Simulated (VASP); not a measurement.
# Pb (P6_3/mmc) in VASP: notebook, part 2 of 2

VASP 6.6.1. Earlier steps stand in the parts before.

### Step 4. Band structure, PBE+TS

File run.py:

```python
from ase.calculators.vasp import Vasp
from ase.dft.bandgap import bandgap
from ase.io import read

atoms = read('Pb.cif', primitive_cell=True, subtrans_included=False)
calc = Vasp(
    directory='calc',
    xc='pbe',
    pp='PBE',
    setups='recommended',
    pp_version='54',
    prec='Accurate',
    encut=520,
    ediff=1e-07,
    ismear=1,
    sigma=0.2,
    lreal=False,
    lasph=True,
    nelm=60,
    algo='Fast',
    isif=2,
    lwave=False,
    lcharg=True,
    ivdw=2,
    kpts=[3, 3, 2],
    gamma=True,
    nbands=21,
)
atoms.calc = calc

print('energy (eV):', atoms.get_potential_energy())
print('free energy (eV):', atoms.get_potential_energy(force_consistent=True))
efermi = calc.get_fermi_level()
print('Fermi level (eV):', efermi)
path = atoms.cell.bandpath(npoints=40, eps=1e-4)
print('path:', path.path)
calc.set(kpts=path.kpts, reciprocal=True, icharg=11, isym=0, lcharg=False)
calc.calculate(atoms)
print('gap on the path (eV):', bandgap(calc, efermi=efermi)[0])
print('direct gap on the path (eV):', bandgap(calc, efermi=efermi, direct=True)[0])
```

File Pb.cif:

```cif
data_Pb
_cell_length_a 3.48000000
_cell_length_b 3.48000000
_cell_length_c 5.59000000
_cell_angle_alpha 90.00000000
_cell_angle_beta 90.00000000
_cell_angle_gamma 120.00000000
_space_group_name_H-M_alt 'P6_3/mmc'
_space_group_name_Hall '-P 6c 2c'
_space_group_IT_number 194
loop_
_space_group_symop_operation_xyz
'x,y,z'
'-x,-y,-z'
'x-y,x,z+1/2'
'-x+y,-x,-z+1/2'
'-y,x-y,z'
'y,-x+y,-z'
'-x,-y,z+1/2'
'x,y,-z+1/2'
'-x+y,-x,z'
'x-y,x,-z'
'y,-x+y,z+1/2'
'-y,x-y,-z+1/2'
'-y,-x,-z+1/2'
'y,x,z+1/2'
'-x,-x+y,-z'
'x,x-y,z'
'-x+y,y,-z+1/2'
'x-y,-y,z+1/2'
'y,x,-z'
'-y,-x,z'
'x,x-y,-z+1/2'
'-x,-x+y,z+1/2'
'x-y,-y,-z'
'-x+y,y,z'
loop_
_atom_site_label
_atom_site_type_symbol
_atom_site_symmetry_multiplicity
_atom_site_Wyckoff_symbol
_atom_site_fract_x
_atom_site_fract_y
_atom_site_fract_z
_atom_site_occupancy
Pb1 Pb 2 c 0.6666666667 0.3333333333 0.7500000000 1
```

Potentials or basis: VASP PAW PBE potentials, release 54 (Pb_d).

Launch:

```sh
$ python run.py
```

The program printed:

```text
energy (eV): -8.15656355
free energy (eV): -8.15961995
Fermi level (eV): 7.11879266
path: GMKGALHA,LM,KH
gap on the path (eV): 0.0
direct gap on the path (eV): 0.0
```

OUTCAR:

```text
ENCUT = 520.000000
   EDIFF = 1.00e-07
   GGA = PE
   PREC = Accurate
   ICHARG = 11
   ISIF = 2
   ISMEAR = 1
   ISYM = 0
   NELM = 60
   IVDW = 2
   LASPH = .TRUE.
   LREAL = .FALSE.
  IVDW =   2

 ion  position               nearest neighbor table
   1  0.667  0.333  0.750-   2 3.44   2 3.44   2 3.44   2 3.44   2 3.44   2 3.44
   2  0.333  0.667  0.250-   1 3.44   1 3.44   1 3.44   1 3.44   1 3.44   1 3.44

IMPORTANT INFORMATION: All symmetrisations will be switched off!
NOSYMM: (Re-)initialisation of all symmetry stuff for point group C_1.

----------------------------------------------------------------------------------------

                                     Primitive cell

  volume of cell :      58.6274

  direct lattice vectors                    reciprocal lattice vectors
     3.480000000  0.000000000  0.000000000     0.287356322  0.165905250  0.000000000
    -1.740000000  3.013768405  0.000000000     0.000000000  0.331810500  0.000000000
     0.000000000  0.000000000  5.590000000     0.000000000  0.000000000  0.178890877

  length of vectors
     3.480000000  3.480000000  5.590000000     0.331810500  0.331810500  0.178890877

  position of ions in fractional coordinates (direct lattice)
[... 116 lines left out ...]
 Fermi energy:         7.8965264975

 k-point     1 :       0.0000    0.0000    0.0000
  band No.  band energies     occupation
      1      -9.5291      2.00000
      2      -9.4820      2.00000
      3      -9.4515      2.00000
      4      -9.4515      2.00000
      5      -9.4268      2.00000
      6      -9.4268      2.00000
[... 565 lines left out ...]
     20      16.3617      0.00000
     21      17.8528      0.00000

 [... further k-points ...]

------------------------ aborting loop because EDIFF is reached ----------------------------------------

  Hirshfeld charges:
            ion         q(e)
   ------------------------------
      1     Pb       0.00000005
      2     Pb      -0.00000005

  Tkatchenko/Scheffler method for vdW energy calculation

  Number of pair interactions contributing to vdW energy:   26852

  Edisp (eV):   -0.66577

  FORCE on cell =-STRESS in cart. coord.  units (eV):
  Direction    XX          YY          ZZ          XY          YZ          ZX
  --------------------------------------------------------------------------------------
  -------------------------------------------------------------------------------------
  Total      -0.03862    -6.85265     0.59227     6.36342     0.00007    -0.00006
  in kB      -1.05547  -187.27002    16.18554   173.90028     0.00203    -0.00153
  external pressure =      -57.38 kB  Pullay stress =        0.00 kB

 VOLUME and BASIS-vectors are now :
 -----------------------------------------------------------------------------
  energy-cutoff  :      520.00
  volume of cell :       58.63
      direct lattice vectors                 reciprocal lattice vectors
     3.480000000  0.000000000  0.000000000     0.287356322  0.165905250  0.000000000
    -1.740000000  3.013768405  0.000000000     0.000000000  0.331810500  0.000000000
     0.000000000  0.000000000  5.590000000     0.000000000  0.000000000  0.178890877

 POSITION                                       TOTAL-FORCE (eV/Angst)
 -----------------------------------------------------------------------------------
      1.74000      1.00459      4.19250        -0.024894     -0.025489     -0.000010
     -0.00000      2.00918      1.39750         0.024894      0.025489      0.000010
 -----------------------------------------------------------------------------------
    total drift:                               -0.000008      0.000011     -0.000001

  FREE ENERGIE OF THE ION-ELECTRON SYSTEM (eV)
  ---------------------------------------------------
  free  energy   TOTEN  =        -8.7372770460 eV

  energy  without entropy=       -8.7365433883  energy(sigma->0) =       -8.73703249
```

INCAR:

```text
ENCUT = 520.000000
SIGMA = 0.200000
EDIFF = 1.00e-07
ALGO = Fast
GGA = PE
PREC = Accurate
ICHARG = 11
ISIF = 2
ISMEAR = 1
ISYM = 0
NBANDS = 21
NELM = 60
IVDW = 2
LASPH = .TRUE.
LCHARG = .FALSE.
LWAVE = .FALSE.
LREAL = .FALSE.
```

Wall time 63 s (1 thread of Intel Xeon Platinum 8375C at 2.90GHz (Ice Lake), shared host); peak memory 0.18 GiB.

The run converged, but some of its settings lie outside the range that counts as converged (typed here: k = 3 × 3 × 2), so its numbers aren't taken as properties of the crystal.

What came out:

* Band gap along the path: none (metal or under the smearing width)
* Dispersion energy per atom: -0.333 eV

Caveat: the k mesh is coarse (spacing up to 0.69 Å⁻¹), so the values aren't converged; the log is that of the step along the path at fixed density, whose energy, stress, charges and moments have no meaning; atom-pairwise D2, TS and ULG terms overbind metals; spin-orbit coupling is left out, which moves the levels of the heavy elements; pairwise dispersion overbinds metals, which lowers pressure and volume.
